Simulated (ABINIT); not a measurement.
# In (Im-3m) in ABINIT: reference runs

How does In come out in PBEsol? The cell is run as given and disturbed.

All numbers are computed with ABINIT 10.8.3 (patched build); they aren't measurements. Logs are shortened: lines on timing, memory, paths and dates and some standing lists are left out, and cuts for length are marked. The log counts tension as positive stress, the text compression.

## Step 1: The structure

The structure is cubic, space group Im-3m (No. 229). Conventional cell: a = 3.765 Å, b = 3.765 Å, c = 3.765 Å, α = 90.00°, β = 90.00°, γ = 90.00°. In (site symmetry m-3m) is surrounded by 8 In at 3.26 Å.

This isn't the form of In at room conditions, which is tetragonal.

## Step 2: Single point, PBEsol

run.abi

```
# Pseudopotentials
pp_dirpath "./"
pseudos "In.upf"

# Structure
acell 3*1.0 Angstrom
rprim
    -1.8825252400     1.8825252400     1.8825252400
     1.8825252400    -1.8825252400     1.8825252400
     1.8825252400     1.8825252400    -1.8825252400
ntypat 1
znucl 49
natom 1
typat 1
xred
     0.0000000000     0.0000000000     0.0000000000

# Plane-wave basis
ecut 35.0

# k points
kptopt 1
ngkpt 10 10 10
nshiftk 1
shiftk 0.0 0.0 0.0

# Exchange and correlation
ixc -116133

# Bands and occupations
nband 11
occopt 3
tsmear 0.00183747

# SCF cycle
nstep 100
tolvrs 1.0e-10

# Output
iomode 3
prtwf 0
prteig 0
prtebands 0
enunit 1
prtden 1
prtvha 1
prtvclmb 1
prtpot 1
prtelf 1
```

Potentials or basis: PseudoDojo NC SR PBEsol v0.4.1 standard.

On the command line:

```
> abinit run.abi > log 2>&1
```

run.abo:

```text
.Version 10.8.3 of ABINIT
 Symmetries : space group Im -3 m (#229); Bravais cI (body-center cubic)
================================================================================
 Values of the parameters that define the memory need of the present run
     intxc =       0    ionmov =       0      iscf =       7    lmnmax =       6
     lnmax =       6     mgfft =      36  mpssoang =       3    mqgrid =    3001
     natom =       1  nloc_mem =       1    nspden =       1   nspinor =       1
    nsppol =       1      nsym =      48    n1xccc =    2501    ntypat =       1
    occopt =       3   xclevel =       2
       mpw =        1800          nfft =       46656          nkpt =          47
================================================================================
================================================================================

--------------------------------------------------------------------------------
------------- Echo of variables that govern the present computation ------------
--------------------------------------------------------------------------------
 -outvars: echo values of preprocessed input variables --------
            acell      1.8897261259E+00  1.8897261259E+00  1.8897261259E+00 Bohr
              amu      1.14820000E+02
             ecut      3.50000000E+01 Hartree
           enunit           1
              ixc     -116133
         kptrlatt       10    0    0      0   10    0      0    0   10
          kptrlen      6.16169649E+01
            natom           1
            nband          11
            ngfft          36      36      36
             nkpt          47
            nstep         100
             nsym          48
           ntypat           1
           occopt           3
        prtebands           0
           prteig           0
           prtelf           1
           prtpot           1
         prtvclmb           1
           prtvha           1
            prtwf           0
            rprim     -1.8825252400E+00  1.8825252400E+00  1.8825252400E+00
                       1.8825252400E+00 -1.8825252400E+00  1.8825252400E+00
                       1.8825252400E+00  1.8825252400E+00 -1.8825252400E+00
          spgroup         229
           tolvrs      1.00000000E-10
           tsmear      1.83747000E-03 Hartree
            typat      1
            znucl       49.00000

================================================================================

 chkinp: Checking input parameters for consistency.

================================================================================
== DATASET  1 ==================================================================

--- !DatasetInfo
iteration_state: {dtset: 1, }
dimensions: {natom: 1, nkpt: 47, mband: 11, nsppol: 1, nspinor: 1, nspden: 1, mpw: 1800, }
cutoff_energies: {ecut:  35.0, pawecutdg:  -1.0, }
electrons: {nelect:   1.30000000E+01, charge:   0.00000000E+00, occopt:   3.00000000E+00, tsmear:   1.83747000E-03, }
meta: {optdriver: 0, ionmov: 0, optcell: 0, iscf: 7, paral_kgb: 0, }
...

 Real(R)+Recip(G) space primitive vectors, cartesian coordinates (Bohr,Bohr^-1):
 R(1)= -3.5574571  3.5574571  3.5574571  G(1)=  0.0000000  0.1405498  0.1405498
 R(2)=  3.5574571 -3.5574571  3.5574571  G(2)=  0.1405498  0.0000000  0.1405498
 R(3)=  3.5574571  3.5574571 -3.5574571  G(3)=  0.1405498  0.1405498  0.0000000
 Unit cell volume ucvol=  1.8008561E+02 bohr^3
 Angles (23,13,12)=  1.09471221E+02  1.09471221E+02  1.09471221E+02 degrees

 getcut: wavevector=  0.0000  0.0000  0.0000  ngfft=  36  36  36
         ecut(hartree)=     35.000   => boxcut(ratio)=   2.19383

--- Pseudopotential description ------------------------------------------------
- pspini: atom type   1  psp file is ./In.upf
12 -116133 2 -1 1940                          pspcod,pspxc,lmax,lloc,mmax
     nproj     2     2     2

   3.27337991E+02                                ecore*ucvol(ha*bohr**3)
--------------------------------------------------------------------------------

================================================================================

--- !BeginCycle
iteration_state: {dtset: 1, }
solver: {iscf: 7, nstep: 100, nline: 4, wfoptalg: 0, }
tolerances: {tolvrs: 1.00E-10, }
...

     iter   Etot(hartree)      deltaE(h)  residm     vres2
 ETOT  1  -66.151444886158    -6.615E+01 6.564E-01 2.085E+00
 ETOT  2  -66.297270735261    -1.458E-01 1.057E-02 8.951E-01
 ETOT  3  -66.297349383949    -7.865E-05 4.195E-03 8.805E-02
 ETOT  4  -66.297364242044    -1.486E-05 3.383E-03 3.991E-02
 ETOT  5  -66.297369843620    -5.602E-06 1.196E-03 1.618E-04
 ETOT  6  -66.297369863265    -1.965E-08 2.202E-03 1.824E-06
 ETOT  7  -66.297369863548    -2.826E-10 6.631E-04 1.027E-09
 ETOT  8  -66.297369863547     5.826E-13 1.193E-03 1.158E-09
 ETOT  9  -66.297369863546     1.236E-12 4.692E-04 1.140E-12

 At SCF step    9       vres2   =  1.14E-12 < tolvrs=  1.00E-10 =>converged.

 Compute ELF
--------------------------------------------------------------------------------

 Compute kinetic energy density

 Compute gradient of the electron density
 Electron Localization Function (ELF) [min:0;max:1]
)     Maximum=    4.4353E-01  at reduced coord.    0.8333    0.8333    0.9722
)     Minimum=    3.6924E-06  at reduced coord.    0.0278    0.0000    0.0000
   Integrated=    4.5841E+01

--------------------------------------------------------------------------------
 End of ELF section

 Cartesian components of stress tensor (hartree/bohr^3)
  sigma(1 1)=  4.46705216E-05  sigma(3 2)=  0.00000000E+00
  sigma(2 2)=  4.46705216E-05  sigma(3 1)=  0.00000000E+00
  sigma(3 3)=  4.46705216E-05  sigma(2 1)=  0.00000000E+00

--- !ResultsGS
iteration_state: {dtset: 1, }
comment   : Summary of ground state results
lattice_vectors:
- [ -3.5574571,   3.5574571,   3.5574571, ]
- [  3.5574571,  -3.5574571,   3.5574571, ]
- [  3.5574571,   3.5574571,  -3.5574571, ]
lattice_lengths: [   6.16170,    6.16170,    6.16170, ]
lattice_angles: [109.471, 109.471, 109.471, ] # degrees, (23, 13, 12)
lattice_volume:   1.8008561E+02
convergence: {deltae:  1.236E-12, res2:  1.140E-12, residm:  4.692E-04, diffor: null, }
etotal    :  -6.62973699E+01
entropy   :   0.00000000E+00
fermie    :   2.28344510E-01
cartesian_stress_tensor: # hartree/bohr^3
- [  4.46705216E-05,   0.00000000E+00,   0.00000000E+00, ]
- [  0.00000000E+00,   4.46705216E-05,   0.00000000E+00, ]
- [  0.00000000E+00,   0.00000000E+00,   4.46705216E-05, ]
pressure_GPa:  -1.3143E+00
xred      :
- [  0.0000E+00,   0.0000E+00,   0.0000E+00, In]
cartesian_forces: # hartree/bohr
- [ -0.00000000E+00,  -0.00000000E+00,  -0.00000000E+00, ]
force_length_stats: {min:   0.00000000E+00, max:   0.00000000E+00, mean:   0.00000000E+00, }
...

 Integrated electronic density in atomic spheres:
 ------------------------------------------------
 Atom  Sphere_radius  Integrated_density
    1        2.00000          9.89783632
================================================================================

 ----iterations are completed or convergence reached----

 Mean square residual over all n,k,spin=   20.530E-07; max=  46.922E-05
 reduced coordinates (array xred) for    1 atoms
       0.000000000000      0.000000000000      0.000000000000
 rms dE/dt=  0.0000E+00; max dE/dt=  0.0000E+00; dE/dt below (all hartree)
    1       0.000000000000      0.000000000000      0.000000000000

 cartesian coordinates (angstrom) at end:
    1      0.00000000000000     0.00000000000000     0.00000000000000

 cartesian forces (hartree/bohr) at end:
    1     -0.00000000000000    -0.00000000000000    -0.00000000000000
 frms,max,avg= 0.0000000E+00 0.0000000E+00   0.000E+00  0.000E+00  0.000E+00 h/b

 cartesian forces (eV/Angstrom) at end:
    1     -0.00000000000000    -0.00000000000000    -0.00000000000000
 frms,max,avg= 0.0000000E+00 0.0000000E+00   0.000E+00  0.000E+00  0.000E+00 e/A
 length scales=  1.889726125908  1.889726125908  1.889726125908 bohr
              =  1.000000000000  1.000000000000  1.000000000000 angstroms
 Fermi (or HOMO) energy (eV) =   6.21357   Average Vxc (eV)= -10.62642
 Eigenvalues (   eV  ) for nkpt=  47  k points:
 kpt#   1, nband= 11, wtk=  0.00100, kpt=  0.0000  0.0000  0.0000 (reduced coord)
  -8.31453   -8.31453   -8.31453   -8.04832   -8.04832   -3.13493   17.14361   17.14361
  17.14361   19.46831   19.46831
 prteigrs : prtvol=0 or 1, do not print more k-points.

--- !EnergyTerms
iteration_state     : {dtset: 1, }
comment             : Components of total free energy in Hartree
kinetic             :  4.17273923174004E+01
hartree             :  1.38658180041526E+01
xc                  : -1.98165130789378E+01
Ewald energy        : -4.32212132652097E+01
psp_core            :  1.81767986380501E+00
local_psp           : -4.59733042521008E+01
non_local_psp       : -1.46970270468265E+01
internal            : -6.62971674577169E+01
'-kT*entropy'       : -2.02405829334042E-04
total_energy        : -6.62973698635462E+01
total_energy_eV     : -1.80404333844962E+03
band_energy         : -2.72735135957544E+00
...

 Cartesian components of stress tensor (hartree/bohr^3)
  sigma(1 1)=  4.46705216E-05  sigma(3 2)=  0.00000000E+00
  sigma(2 2)=  4.46705216E-05  sigma(3 1)=  0.00000000E+00
  sigma(3 3)=  4.46705216E-05  sigma(2 1)=  0.00000000E+00

-Cartesian components of stress tensor (GPa)         [Pressure= -1.3143E+00 GPa]
- sigma(1 1)=  1.31425212E+00  sigma(3 2)=  0.00000000E+00
- sigma(2 2)=  1.31425212E+00  sigma(3 1)=  0.00000000E+00
- sigma(3 3)=  1.31425212E+00  sigma(2 1)=  0.00000000E+00

== END DATASET(S) ==============================================================
================================================================================

 -outvars: echo values of variables after computation  --------
            acell      1.8897261259E+00  1.8897261259E+00  1.8897261259E+00 Bohr
           etotal     -6.6297369864E+01
            fcart     -0.0000000000E+00 -0.0000000000E+00 -0.0000000000E+00
            rprim     -1.8825252400E+00  1.8825252400E+00  1.8825252400E+00
                       1.8825252400E+00 -1.8825252400E+00  1.8825252400E+00
                       1.8825252400E+00  1.8825252400E+00 -1.8825252400E+00
           strten      4.4670521552E-05  4.4670521552E-05  4.4670521552E-05
                       0.0000000000E+00  0.0000000000E+00  0.0000000000E+00
 Calculation completed.
```

Wall time 27 s (1 thread of Arm Neoverse V1, shared host); peak memory 0.07 GiB.

Results:

```yaml
Free_energy: -1804.0433 eV
Pressure: -1.3 GPa
Band_gap_on_the_k_mesh: none (metal or under the smearing width)
Valence_electrons_inside_the_program's_atomic_spheres: In 9.90 (radii [1.0584] Å)
```

Levels at points of the mesh, in eV from the Fermi level:
| k point | band 4 | band 5 | band 6 | band 7 | band 8 | band 9 |
| --- | --- | --- | --- | --- | --- | --- |
| (0.00, 0.00, 0.00) | -14.26 | -14.26 | -9.35 | 10.93 | 10.93 | 10.93 |
| (0.50, 0.00, 0.00) | -14.26 | -14.10 | -3.87 | -3.04 | 5.91 | 7.37 |
| (0.50, 0.50, 0.50) | -14.14 | -14.14 | 0.93 | 1.33 | 1.33 | 1.33 |

## Step 3: Single point, PBEsol (cell strained at random at fixed volume)

run.abi

```
# Pseudopotentials
pp_dirpath "./"
pseudos "In.upf"

# Structure
acell 6.1547665769 6.1983050162 6.2530080043
rprim
    -0.5740781989     0.5702031156     0.5876245643
     0.5590042731    -0.5831707235     0.5894286470
     0.5616640848     0.5746742568    -0.5952167290
ntypat 1
znucl 49
natom 1
typat 1
xred
    -0.0001030000    -0.0021710000     0.0014700000
chkprim 0
chksymtnons 0
tolsym 1.0e-6

# Plane-wave basis
ecut 35.0

# k points
kptopt 1
ngkpt 10 10 10
nshiftk 1
shiftk 0.0 0.0 0.0

# Exchange and correlation
ixc -116133

# Bands and occupations
nband 11
occopt 3
tsmear 0.05 eV

# SCF cycle
nstep 100
tolvrs 1.0e-10

# Output
iomode 3
prtwf 0
prtden 0
prteig 0
prtebands 0
enunit 1
```

Potentials or basis: PseudoDojo NC SR PBEsol v0.4.1 standard.

On the command line:

```
> abinit run.abi > log 2>&1
```

run.abo:

```text
.Version 10.8.3 of ABINIT
 Symmetries : space group P-1 (#  2); Bravais aP (primitive triclinic)
================================================================================
 Values of the parameters that define the memory need of the present run
     intxc =       0    ionmov =       0      iscf =       7    lmnmax =       6
     lnmax =       6     mgfft =      36  mpssoang =       3    mqgrid =    3001
     natom =       1  nloc_mem =       1    nspden =       1   nspinor =       1
    nsppol =       1      nsym =       2    n1xccc =    2501    ntypat =       1
    occopt =       3   xclevel =       2
       mpw =        1797          nfft =       46656          nkpt =         504
================================================================================
================================================================================

--------------------------------------------------------------------------------
------------- Echo of variables that govern the present computation ------------
--------------------------------------------------------------------------------
 -outvars: echo values of preprocessed input variables --------
            acell      6.1547665769E+00  6.1983050162E+00  6.2530080043E+00 Bohr
              amu      1.14820000E+02
          chkprim           0
      chksymtnons           0
             ecut      3.50000000E+01 Hartree
           enunit           1
                       outvar_i_n : Printing only first  50 k-points.
              ixc     -116133
                       outvar_i_n : Printing only first  50 k-points.
         kptrlatt       10    0    0      0   10    0      0    0   10
          kptrlen      6.05117109E+01
            natom           1
            nband          11
            ngfft          36      36      36
             nkpt         504
            nstep         100
             nsym           2
           ntypat           1
                       prtocc : prtvol=0, do not print more k-points.
           occopt           3
           prtden           0
        prtebands           0
           prteig           0
            prtwf           0
            rprim     -5.7407819890E-01  5.7020311560E-01  5.8762456430E-01
                       5.5900427310E-01 -5.8317072350E-01  5.8942864700E-01
                       5.6166408480E-01  5.7467425680E-01 -5.9521672900E-01
          spgroup           2
           tolsym      1.00000000E-06
           tolvrs      1.00000000E-10
           tsmear      1.83746611E-03 Hartree
            typat      1
[... 96 lines left out ...]

 ----iterations are completed or convergence reached----

 Mean square residual over all n,k,spin=   12.339E-07; max=  76.664E-05
 reduced coordinates (array xred) for    1 atoms
      -0.000103000000     -0.002171000000      0.001470000000
 rms dE/dt=  0.0000E+00; max dE/dt=  0.0000E+00; dE/dt below (all hartree)
    1       0.000000000000      0.000000000000      0.000000000000

 cartesian coordinates (angstrom) at end:
    1     -0.00105599867120     0.00675671153647    -0.00728960836495

 cartesian forces (hartree/bohr) at end:
    1     -0.00000000000000    -0.00000000000000    -0.00000000000000
 frms,max,avg= 0.0000000E+00 0.0000000E+00   0.000E+00  0.000E+00  0.000E+00 h/b

 cartesian forces (eV/Angstrom) at end:
    1     -0.00000000000000    -0.00000000000000    -0.00000000000000
 frms,max,avg= 0.0000000E+00 0.0000000E+00   0.000E+00  0.000E+00  0.000E+00 e/A
 length scales=  6.154766576900  6.198305016200  6.253008004300 bohr
              =  3.256962208713  3.280001758574  3.308949333225 angstroms
 Fermi (or HOMO) energy (eV) =   6.22946   Average Vxc (eV)= -10.62555
 Eigenvalues (   eV  ) for nkpt= 504  k points:
 kpt#   1, nband= 11, wtk=  0.00100, kpt=  0.0000  0.0000  0.0000 (reduced coord)
  -8.35133   -8.31970   -8.27620   -8.06045   -8.03800   -3.13628   16.57684   17.12118
  17.53814   19.22442   19.65440
 prteigrs : prtvol=0 or 1, do not print more k-points.

--- !EnergyTerms
iteration_state     : {dtset: 1, }
comment             : Components of total free energy in Hartree
kinetic             :  4.17271165971779E+01
hartree             :  1.38722799105605E+01
xc                  : -1.98166270926332E+01
Ewald energy        : -4.32142714085548E+01
psp_core            :  1.81768000822540E+00
local_psp           : -4.59867346734559E+01
non_local_psp       : -1.46965836335534E+01
internal            : -6.62971402922335E+01
'-kT*entropy'       : -1.46402747016091E-04
total_energy        : -6.62972866949805E+01
total_energy_eV     : -1.80404107531765E+03
band_energy         : -2.72786477878049E+00
...

 Cartesian components of stress tensor (hartree/bohr^3)
  sigma(1 1)=  2.83554711E-05  sigma(3 2)= -2.11587136E-05
  sigma(2 2)=  4.84221025E-05  sigma(3 1)= -1.07291854E-05
  sigma(3 3)=  5.34222922E-05  sigma(2 1)=  2.27094864E-06

-Cartesian components of stress tensor (GPa)         [Pressure= -1.2769E+00 GPa]
- sigma(1 1)=  8.34246763E-01  sigma(3 2)= -6.22510847E-01
- sigma(2 2)=  1.42462744E+00  sigma(3 1)= -3.15663533E-01
- sigma(3 3)=  1.57173810E+00  sigma(2 1)=  6.68136158E-02

== END DATASET(S) ==============================================================
================================================================================

 -outvars: echo values of variables after computation  --------
            acell      6.1547665769E+00  6.1983050162E+00  6.2530080043E+00 Bohr
           etotal     -6.6297286695E+01
            fcart     -0.0000000000E+00 -0.0000000000E+00 -0.0000000000E+00
            rprim     -5.7407819890E-01  5.7020311560E-01  5.8762456430E-01
                       5.5900427310E-01 -5.8317072350E-01  5.8942864700E-01
                       5.6166408480E-01  5.7467425680E-01 -5.9521672900E-01
           strten      2.8355471127E-05  4.8422102526E-05  5.3422292217E-05
                      -2.1158713639E-05 -1.0729185426E-05  2.2709486420E-06
           xangst     -1.0559986712E-03  6.7567115365E-03 -7.2896083650E-03
             xred     -1.0300000000E-04 -2.1710000000E-03  1.4700000000E-03
 Calculation completed.
```

Wall time 4.5 min (1 thread of Arm Neoverse V1, shared host); peak memory 0.22 GiB.

What came out:

```yaml
Free_energy: -1804.0411 eV
Pressure: -1.3 GPa
Band_gap_on_the_k_mesh: none (metal or under the smearing width)
Valence_electrons_inside_the_program's_atomic_spheres: In 9.91 (radii [1.0584] Å)
```

Levels at points of the mesh, in eV from the Fermi level:
| k point | band 4 | band 5 | band 6 | band 7 | band 8 | band 9 |
| --- | --- | --- | --- | --- | --- | --- |
| (0.00, 0.00, 0.00) | -14.29 | -14.27 | -9.37 | 10.35 | 10.89 | 11.31 |
| (0.50, 0.00, 0.00) | -14.30 | -14.10 | -3.78 | -3.04 | 5.96 | 7.62 |
| (0.00, 0.50, 0.00) | -14.28 | -14.10 | -3.72 | -3.01 | 5.75 | 7.36 |
| (0.50, 0.50, 0.00) | -14.26 | -14.11 | -3.78 | -3.01 | 5.49 | 7.18 |
| (0.00, 0.00, 0.50) | -14.27 | -14.11 | -3.66 | -2.97 | 5.56 | 6.97 |
| (0.50, 0.00, 0.50) | -14.26 | -14.12 | -4.05 | -3.12 | 5.98 | 7.56 |
| (0.00, 0.50, 0.50) | -14.27 | -14.13 | -4.26 | -3.20 | 6.35 | 7.87 |
| (0.50, 0.50, 0.50) | -14.15 | -14.13 | 0.87 | 0.87 | 1.39 | 1.73 |
